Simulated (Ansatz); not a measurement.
# Pt: strain energy, fitted

Pt, Fm-3m, a = 3.918 Å. Ansatz: PBEsol, PAW, 420 eV, Γ-centred 18×18×14 mesh on 2 atoms, Gaussian smearing 0.10 eV; no spin polarisation. Series: equal strain along all axes, cell held, atoms fixed by symmetry; x is the strain in per cent. y is the free energy over the unstrained cell, V0 = 15.037 Å³/atom.

```
x (%) y (meV/atom)
 -3.0             ?
 -2.0         52.97
 -1.0         12.65
  0.0          0.00
  1.0         11.67
  2.0         44.62
  3.0         96.11
```

Problem. Fit y = c2 x² + c3 x³ to the other rows, turn c2 into a modulus, and predict the missing energy.

Solution. Least squares on the rows shown. y = 12.209 x² − 0.51170 x³. In eV per unit strain² c2 is 122.1; the stiffness is B for this strain (E = 9/2 B V0 ε², shape held): 2 × 122.1 × 160.2 / (9 × 15.037) = 289 GPa. At x = -3.0 the fit asked for gives 123.70 meV/atom. The run gave 124.69 meV/atom, so the fit is 0.99 meV/atom too low, 0.79 % of the span of the series, against an rms of 0.07 meV/atom on the fitted rows. The row lies outside the fitted range. With a term in x⁴ added, a fit to the same known rows predicts 124.28 meV/atom, which recovers part of the miss; the known rows don't hold the rest.

Spin–orbit coupling is left out, which can shift energies with elements as heavy as these.